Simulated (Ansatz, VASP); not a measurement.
## One calculation of TaSi3, two programs

```xyz
4
Lattice="2.8209 0.0000 0.0000 0.0000 2.8209 0.0000 0.0000 0.0000 7.5822" Properties=species:S:1:pos:R:3 pbc="T T T"
Ta    0.0000    0.0000    0.0000
Si    1.4105    1.4105    5.6438
Si    0.0000    0.0000    3.7911
Si    1.4105    1.4105    1.9384
```

Change from the starting cell: species swapped into the TlIn3 type (P4/mmm, No. 123).

Alike in both runs: functional PBE; k mesh 16 × 16 × 6; occupations gaussian, width 0.1 eV; no spin polarisation.

Ansatz relaxed the structure, and its values are those at the end. VASP's run is a single point on that final structure, the one shown.

|  | VASP | Ansatz |
| --- | --- | --- |
| version | VASP 6.6.1 | Ansatz 0.2.0 |
| potentials or method | VASP PAW PBE potentials, release 64 (Ta_pv, Si) | scalar-relativistic, plane waves, PAW |
| plane-wave cutoff (eV) | 520 | 420 |
| valence electrons in the cell | 23 | 25 |

```csv
,VASP,Ansatz,Ansatz less VASP
gap on the k mesh at the Fermi level (eV),none,none,-
pressure (GPa),0.0,0.0,-0.05
rms of the force components (eV/Å),0.004,0.000,-0.0037
```

A gap of «none» marks a metal or a gap that the smearing closes. The functional is the same, so the differences come from potentials, cutoffs and numerics. The two sets of potentials don't hold the same shells in valence.

Spin-orbit coupling is left out, which matters for the levels of Ta.
